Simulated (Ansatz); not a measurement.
**Structure optimisation: strontium, beta-Sn type**

Method: DFT, RPBE, plane waves (420 eV) with PAW, scalar-relativistic in Ansatz 0.2.0. (PAW data from PBE, frozen cores regenerated.)

k-point mesh 9×9×6, Fermi-Dirac smearing 0.1 eV, no spin polarisation. Cell and atoms relax.

Starting structure:

```yaml
crystal:
  lattice:
    - [-3.7833343812, 3.7833343812, 2.0657005722]
    - [3.7833343812, -3.7833343812, 2.0657005722]
    - [3.7833343812, 3.7833343812, -2.0657005722]
  atoms:
    - { symbol: Sr, position: [0.0, 0.0, 0.0] }
    - { symbol: Sr, position: [0.75, 0.25, 0.5] }
hamiltonian:
  xc: rpbe
  pseudopotentials:
    kind: paw
    azcp:
      Sr: "pseudopotentials/Sr.paw.azcp"
basis:
  ecutwfc: 420
  fft_grid_basis: typed
kpoints:
  mp_grid: { grid: [9, 9, 6], shift: [0, 0, 0] }
magnetization:
  spin_polarized: false
scf:
  occupations: { method: fermi_dirac, width: 0.1 }
relax:
  max_steps: 60
  f_tol: 0.01
  cell: {}
```

The pressure at the start is 0.1 GPa. By how much does the volume change?

From 59.14 to 60.11 Å³ per atom, 1.6 %. The final cell has a = 7.644 Å, c = 4.114 Å (c/a = 0.538).

How much energy does the relaxation gain?

1.1 meV per atom.

Path of the relaxation (the plane waves are chosen anew near the end, which can shift the energy a little):

| step | E − E(final) (meV/atom) | V (Å³/atom) | P (GPa) | max force (eV/Å) |
| --- | --- | --- | --- | --- |
| 0 | 1.09 | 59.135 | 0.13 | 0.000 |
| 1 | 0.49 | 59.418 | 0.10 | 0.000 |
| 2 | 0.01 | 60.110 | 0.01 | 0.000 |
| 3 | 0.00 | 60.110 | 0.01 | 0.000 |

The k-point mesh keeps fewer symmetry operations than the starting structure has, so the cell can leave it.
